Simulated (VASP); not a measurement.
# KI (Fm-3m) in VASP: a series of runs

The runs below take KI through single point, with LDA.

All numbers are computed with VASP 6.6.1; they aren't measurements. Logs are shortened: lines on timing, memory, paths and dates and some standing lists are left out, and cuts for length are marked.

**Experimental background.**

A printed reference work, monograph reports, for a bulk crystal of KI: band gap 6.32 eV.

The runs below are set against these values where they give the same quantity.

## 1. The cell of the first run

It takes space group Fm-3m (No. 225, cubic). The conventional cell has a = 6.823 Å, b = 6.823 Å, c = 6.823 Å, α = 90.00°, β = 90.00°, γ = 90.00°. K (site symmetry m-3m) has 6 I at 3.41 Å within 4.5 Å. I (site symmetry m-3m) has 6 K at 3.41 Å within 4.5 Å.

## 2. Single point, LDA

Contents of INCAR:

```
SYSTEM = KI
ALGO     = Normal         ! electronic algorithm
EDIFF    = 1E-6           ! SCF threshold, eV
ENCUT    = 520            ! plane-wave cutoff, eV
GGA      = CA             ! functional
ISIF     = 2              ! what is computed and relaxed
ISMEAR   = 0              ! smearing method
LASPH    = .TRUE.         ! aspherical terms in the spheres
LCHARG   = .FALSE.        ! write CHGCAR
LREAL    = .FALSE.        ! projectors in reciprocal space
LWAVE    = .FALSE.        ! write WAVECAR
NBANDS   = 15             ! bands
NELM     = 60             ! most SCF steps
PREC     = Accurate       ! precision mode
SIGMA    = 0.01           ! smearing width, eV
```

Contents of KPOINTS:

```
k-points
0
G
  6 6 6
  0 0 0
```

Contents of POSCAR:

```
KI
1.0
    0.0000000000      3.4114761627      3.4114761627
    3.4114761627      0.0000000000      3.4114761627
    3.4114761627      3.4114761627      0.0000000000
K I
1 1
Direct
    0.0000000000      0.0000000000      0.0000000000
    0.5000000000      0.5000000000      0.5000000000
```

Potentials or basis: VASP PAW LDA potentials, release 64 (K_sv, I).

On the command line:

```bash
$ cat potpaw_LDA.64/K_sv/POTCAR potpaw_LDA.64/I/POTCAR > POTCAR
$ mpirun -np 1 vasp_std > vasp.out
```

OUTCAR:

```text
SYSTEM = KI
   EDIFF = 1E-6
   ENCUT = 520
   GGA = CA
   ISIF = 2
   ISMEAR = 0
   LASPH = .TRUE.
   LREAL = .FALSE.
   NELM = 60
   PREC = Accurate

 ion  position               nearest neighbor table
   1  0.000  0.000  0.000-   2 3.41   2 3.41   2 3.41   2 3.41   2 3.41   2 3.41
   2  0.500  0.500  0.500-   1 3.41   1 3.41   1 3.41   1 3.41   1 3.41   1 3.41

  LATTYP: Found a face centered cubic cell.
 ALAT       =     6.8229523254

  Lattice vectors:

 A1 = (   0.0000000000,   3.4114761627,   3.4114761627)
 A2 = (   3.4114761627,   0.0000000000,   3.4114761627)
 A3 = (   3.4114761627,   3.4114761627,   0.0000000000)

Analysis of symmetry for initial positions (statically):
=====================================================================
 Subroutine PRICEL returns:
 Original cell was already a primitive cell.

 Routine SETGRP: Setting up the symmetry group for a
 face centered cubic supercell.

 Subroutine GETGRP returns: Found 48 space group operations
[... 9 lines left out ...]

 Routine SETGRP: Setting up the symmetry group for a
 face centered cubic supercell.

 Subroutine GETGRP returns: Found 48 space group operations
[... 11 lines left out ...]
                                     Primitive cell

  volume of cell :      79.4067

  direct lattice vectors                    reciprocal lattice vectors
     0.000000000  3.411476163  3.411476163    -0.146564120  0.146564120  0.146564120
     3.411476163  0.000000000  3.411476163     0.146564120 -0.146564120  0.146564120
     3.411476163  3.411476163  0.000000000     0.146564120  0.146564120 -0.146564120

  length of vectors
     4.824555857  4.824555857  4.824555857     0.253856502  0.253856502  0.253856502

  position of ions in fractional coordinates (direct lattice)
     0.000000000  0.000000000  0.000000000
     0.500000000  0.500000000  0.500000000

  ion indices of the primitive-cell ions
   primitive index   ion index
                 1           1
                 2           2

----------------------------------------------------------------------------------------

 KPOINTS: k-points

Automatic generation of k-mesh.
 Grid dimensions read from file:
 generate k-points for:    6    6    6

 Generating k-lattice:

  Cartesian coordinates                     Fractional coordinates (reciprocal lattice)
    -0.024427353  0.024427353  0.024427353     0.166666667  0.000000000  0.000000000
     0.024427353 -0.024427353  0.024427353     0.000000000  0.166666667  0.000000000
     0.024427353  0.024427353 -0.024427353     0.000000000  0.000000000  0.166666667

  Length of vectors
     0.042309417  0.042309417  0.042309417

  Shift w.r.t. Gamma in fractional coordinates (k-lattice)
     0.000000000  0.000000000  0.000000000

 Subroutine IBZKPT returns following result:
 ===========================================

 Found     16 irreducible k-points:

 Following reciprocal coordinates:
            Coordinates               Weight
  0.000000  0.000000  0.000000      1.000000
  0.166667  0.000000  0.000000      8.000000
  0.333333  0.000000  0.000000      8.000000
  0.500000  0.000000  0.000000      4.000000
  0.166667  0.166667  0.000000      6.000000
  0.333333  0.166667  0.000000     24.000000
[... 8 lines left out ...]
 -0.333333  0.333333  0.166667     24.000000
 -0.333333  0.500000  0.166667     12.000000
   k-points           NKPTS =     16   k-points in BZ     NKDIM =     16   number of bands    NBANDS=     15
   number of dos      NEDOS =    301   number of ions     NIONS =      2
   total plane-waves  NPLWV =  46656
   dimension x,y,z NGX =    36 NGY =   36 NGZ =   36
   dimension x,y,z NGXF=    72 NGYF=   72 NGZF=   72
   ions per type =               1   1
   NGX,Y,Z   is equivalent  to a cutoff of  12.40, 12.40, 12.40 a.u.
   NGXF,Y,Z  is equivalent  to a cutoff of  24.81, 24.81, 24.81 a.u.
 SYSTEM =  KI
   PREC   = accura    normal or accurate (medium, high low for compatibility)
   ISTART =      0    job   : 0-new  1-cont  2-samecut
   ICHARG =      2    charge: 1-file 2-atom 10-const
   ISPIN  =      1    spin polarized calculation?
   LNONCOLLINEAR =      F non collinear calculations
   LSORBIT =      F    spin-orbit coupling
   LASPH  =      T    aspherical Exc in radial PAW
   ENCUT  =  520.0 eV  38.22 Ry    6.18 a.u.   8.97  8.97  8.97*2*pi/ulx,y,z
   NELM   =     60;   NELMIN=  2; NELMDL= -5     # of ELM steps
   EDIFF  = 0.1E-05   stopping-criterion for ELM
   LREAL  =      F    real-space projection
   EDIFFG = 0.1E-04   stopping-criterion for IOM
   NSW    =      0    number of steps for IOM
   IBRION =     -1    ionic relax: 0-MD 1-quasi-New 2-CG
   NFREE  =      0    steps in history (QN), initial steepest desc. (CG)
   ISIF   =      2    stress and relaxation
   ISYM   =      2    0-nonsym 1-usesym 2-fastsym
   POTIM  = 0.5000    time-step for ionic-motion
   TEBEG  =    0.0;   TEEND  =   0.0 temperature during run
   PSTRESS=    0.0 pullay stress
   NELECT =      16.0000    total number of electrons
   NUPDOWN=      -1.0000    fix difference up-down
   EMIN   =  10.00;   EMAX   =-10.00  energy-range for DOS
   EFERMI =   0.00;   METHOD = LEGACY
   ISMEAR =     0;   SIGMA  =   0.01  broadening in eV -4-tet -1-fermi 0-gaus
   EFERMI_NEDOS =   21; number of points for ismear=-14 and -15
   IALGO  =     38    algorithm
   IMIX   =      4    mixing-type and parameters
     AMIX     =   0.40;   BMIX     =  1.00
     AMIX_MAG =   1.60;   BMIX_MAG =  1.00
  volume/ion in A,a.u.               =      39.70       267.93
  Fermi-wavevector in a.u.,A,eV,Ry     =   0.959760  1.813683 12.532851  0.921139
  Thomas-Fermi vector in A             =   2.088984
   LORBIT       =      0    0 simple, 1 ext, 2 COOP (PROOUT), +10 PAW based schemes
   GGA     = CA    functional components
   LHFCALC =     F    Hartree Fock is set to
   AEXX    =    0.0000 exact exchange contribution
   IVDW    =     0    specifies the selected vdW correction
   LEPSILON=     F    determine dielectric tensor
   LRPA    =     F    only Hartree local field effects (RPA)
 non-spin polarized calculation
 Gauss-broadening in eV      SIGMA  =   0.01
  energy-cutoff  :      520.00
  volume of cell :       79.41
 maximum number of plane-waves:      2158
   NGX = 17   NGY = 17   NGZ = 17

 number of electron      16.0000002 magnetization

 Free energy of the ion-electron system (eV)
  ---------------------------------------------------
  ext. energy  EPLUGINS =         0.00000000
  ---------------------------------------------------
  free energy    TOTEN  =        -6.16615189 eV

  energy without entropy =       -6.16615189  energy(sigma->0) =       -6.16615189

 E-fermi :   0.0921     XC(G=0):  -8.0385

 val. band max:       -0.0317620390   @ k =   0.0000   0.0000   0.0000
 cond. band min:       3.8404557641   @ k =   0.0000   0.0000   0.0000
 fundamental gap:      3.8722178031
 Fermi energy:         0.0920784353

 k-point     1 :       0.0000    0.0000    0.0000
  band No.  band energies     occupation
      1     -28.0148      2.00000
      2     -11.7566      2.00000
      3     -11.7566      2.00000
      4     -11.7566      2.00000
      5     -10.7778      2.00000
      6      -0.0318      2.00000
      7      -0.0318      2.00000
      8      -0.0318      2.00000
      9       3.8405      0.00000
     10       6.1845      0.00000
     11       6.1845      0.00000
     12       6.1845      0.00000
     13       7.0189      0.00000
     14       7.0189      0.00000
     15       9.5463      0.00000

 k-point     2 :       0.1667    0.0000    0.0000
  band No.  band energies     occupation
      1     -28.0137      2.00000
      2     -11.8541      2.00000
      3     -11.7574      2.00000
      4     -11.7574      2.00000
      5     -10.6359      2.00000
      6      -0.5705      2.00000
      7      -0.1568      2.00000
      8      -0.1568      2.00000
      9       4.5421      0.00000
     10       6.1369      0.00000
     11       6.5093      0.00000
     12       6.5093      0.00000
     13       7.4027      0.00000
     14       7.4027      0.00000
     15      10.5387      0.00000

 k-point     3 :       0.3333    0.0000    0.0000
  band No.  band energies     occupation
      1     -28.0116      2.00000
      2     -12.0016      2.00000
      3     -11.7590      2.00000
      4     -11.7590      2.00000
      5     -10.3955      2.00000
      6      -1.3605      2.00000
      7      -0.3833      2.00000
      8      -0.3833      2.00000
      9       5.1865      0.00000
     10       7.0177      0.00000
     11       7.3154      0.00000
     12       7.3154      0.00000
     13       8.3676      0.00000
     14       8.3676      0.00000
     15       9.8326      0.00000

 k-point     4 :       0.5000    0.0000    0.0000
  band No.  band energies     occupation
      1     -28.0105      2.00000
      2     -12.0617      2.00000
      3     -11.7598      2.00000
      4     -11.7598      2.00000
      5     -10.2866      2.00000
      6      -1.6839      2.00000
      7      -0.4870      2.00000
      8      -0.4870      2.00000
      9       5.3245      0.00000
     10       7.6852      0.00000
     11       8.1471      0.00000
     12       8.1471      0.00000
     13       8.5970      0.00000
     14       8.5970      0.00000
     15       9.6570      0.00000
[... 163 lines left out ...]
 k-point    14 :       0.5000    0.3333    0.1667
  band No.  band energies     occupation
      1     -28.0102      2.00000
      2     -11.9399      2.00000
      3     -11.7909      2.00000
      4     -11.7723      2.00000
      5     -10.4318      2.00000
      6      -1.2726      2.00000
      7      -0.6154      2.00000
      8      -0.5220      2.00000
      9       5.5511      0.00000
     10       6.3024      0.00000
     11       7.1809      0.00000
     12       8.3958      0.00000
     13       8.4402      0.00000
     14       8.7758      0.00000
     15      10.1666      0.00000

 k-point    15 :      -0.3333    0.3333    0.1667
  band No.  band energies     occupation
      1     -28.0095      2.00000
      2     -11.9363      2.00000
      3     -11.7990      2.00000
      4     -11.7826      2.00000
      5     -10.4099      2.00000
      6      -1.2383      2.00000
      7      -0.8279      2.00000
      8      -0.6026      2.00000
      9       6.0681      0.00000
     10       6.3818      0.00000
     11       7.0809      0.00000
     12       8.2657      0.00000
     13       8.8553      0.00000
     14       9.1683      0.00000
     15      10.0486      0.00000

 k-point    16 :      -0.3333    0.5000    0.1667
  band No.  band energies     occupation
      1     -28.0092      2.00000
      2     -11.8503      2.00000
      3     -11.8239      2.00000
      4     -11.8000      2.00000
      5     -10.4852      2.00000
      6      -1.0953      2.00000
      7      -0.7246      2.00000
      8      -0.7244      2.00000
      9       5.3125      0.00000
     10       6.3802      0.00000
     11       7.3128      0.00000
     12       8.4158      0.00000
     13       8.5531      0.00000
     14       9.6443      0.00000
     15      10.2209      0.00000

------------------------ aborting loop because EDIFF is reached ----------------------------------------

  FORCE on cell =-STRESS in cart. coord.  units (eV):
  Direction    XX          YY          ZZ          XY          YZ          ZX
  --------------------------------------------------------------------------------------
  -------------------------------------------------------------------------------------
  Total        0.0058724      0.0058724      0.0058724      0.0000000     -0.0000000      0.0000000
  in kB        0.1184872      0.1184872      0.1184872      0.0000000     -0.0000000      0.0000000
  external PRESSURE =       0.1184872 kB  Pullay stress =       0.0000000 kB

 VOLUME and BASIS-vectors are now :
 -----------------------------------------------------------------------------
  energy-cutoff  :      520.00
  volume of cell :       79.41
      direct lattice vectors                 reciprocal lattice vectors
     0.000000000  3.411476163  3.411476163    -0.146564120  0.146564120  0.146564120
     3.411476163  0.000000000  3.411476163     0.146564120 -0.146564120  0.146564120
     3.411476163  3.411476163  0.000000000     0.146564120  0.146564120 -0.146564120

 POSITION                                       TOTAL-FORCE (eV/Angst)
 -----------------------------------------------------------------------------------
      0.00000      0.00000      0.00000         0.000000      0.000000      0.000000
      3.41148      3.41148      3.41148        -0.000000     -0.000000      0.000000
 -----------------------------------------------------------------------------------
    total drift:                                0.000000      0.000000      0.000000

  FREE ENERGIE OF THE ION-ELECTRON SYSTEM (eV)
  ---------------------------------------------------
  free  energy   TOTEN  =        -6.1661518932 eV

  energy  without entropy=       -6.1661518932  energy(sigma->0) =       -6.16615189
```

It took 21 s on 1 thread of Intel Xeon Platinum 8488C (Sapphire Rapids), shared host; peak memory 0.18 GiB.

What came out:

```yaml
Free_energy: -6.1662 eV
Pressure: 0.0 GPa
Band_gap_on_the_k_mesh: 3.87 eV, direct
```

Caveat: spin-orbit coupling is left out, which moves the levels of the heavy elements.

## 3. Single point, LDA

Contents of INCAR:

```
  ALGO = Normal
  EDIFF = 1E-6
  ENCUT = 520
  GGA = CA
  ISIF = 2
  ISMEAR = 0
  LASPH = T
  LCHARG = F
  LREAL = F
  LWAVE = F
  NBANDS = 15
  NELM = 60
  PREC = Accurate
  SIGMA = 0.01
```

Contents of KPOINTS:

```
k-points
0
Gamma
  6 6 6
```

POSCAR is that of step 2.

Potentials or basis: VASP PAW LDA potentials, release 64 (K_sv, I).

On the command line:

```bash
$ cat potpaw_LDA.64/K_sv/POTCAR potpaw_LDA.64/I/POTCAR > POTCAR
$ mpirun -np 1 vasp_std > vasp.out
```

It took 23 s on 1 thread of Intel Xeon Platinum 8488C (Sapphire Rapids), shared host; peak memory 0.17 GiB.

Results (log left out):

```
Free energy            : -6.1662 eV
Pressure               : 0.0 GPa
Band gap on the k mesh : 3.87 eV, direct
```

Levels at points of the mesh, in eV from the valence-band top:
```tsv
k point	band 6	band 7	band 8	band 9	band 10	band 11
(0.00, 0.00, 0.00)	0.00	0.00	0.00	3.87	6.22	6.22
(0.50, 0.00, 0.00)	-1.65	-0.46	-0.46	5.36	7.72	8.18
(0.50, 0.50, 0.00)	-1.21	-0.44	-0.44	4.49	5.73	8.04
```

Caveat: spin-orbit coupling is left out, which moves the levels of the heavy elements.

## 4. Single point, LDA

Contents of INCAR:

```
ALGO = Normal
EDIFF = 1E-7
ENCUT = 520
ISIF = 2
ISMEAR = 0
LASPH = T
LCHARG = T
LELF = T
LREAL = F
LVHAR = T
LWAVE = F
NBANDS = 15
NELM = 100
PREC = Accurate
SIGMA = 0.01
```

KPOINTS is that of step 3.

POSCAR is that of step 3.

On the command line:

```bash
$ cat potpaw_LDA.64/K_sv/POTCAR potpaw_LDA.64/I/POTCAR > POTCAR
$ mpirun -np 1 vasp_std > vasp.out
```

Run time: 25 s. Hardware: 1 thread of Intel Xeon Platinum 8488C (Sapphire Rapids), shared host; peak memory 0.18 GiB.

It converged, with:

| Item | Value |
| --- | --- |
| Free energy | -6.1662 eV |
| Pressure | 0.0 GPa |
| Band gap on the k mesh | 3.87 eV, direct |

Levels at points of the mesh, in eV from the valence-band top:
| k point | band 6 | band 7 | band 8 | band 9 | band 10 | band 11 |
| --- | --- | --- | --- | --- | --- | --- |
| (0.00, 0.00, 0.00) | 0.00 | 0.00 | 0.00 | 3.87 | 6.22 | 6.22 |
| (0.50, 0.00, 0.00) | -1.65 | -0.46 | -0.46 | 5.36 | 7.72 | 8.18 |
| (0.50, 0.50, 0.00) | -1.21 | -0.44 | -0.44 | 4.49 | 5.73 | 8.04 |

Caveat: spin-orbit coupling is left out, which moves the levels of the heavy elements.

[end of part 1 of 2]
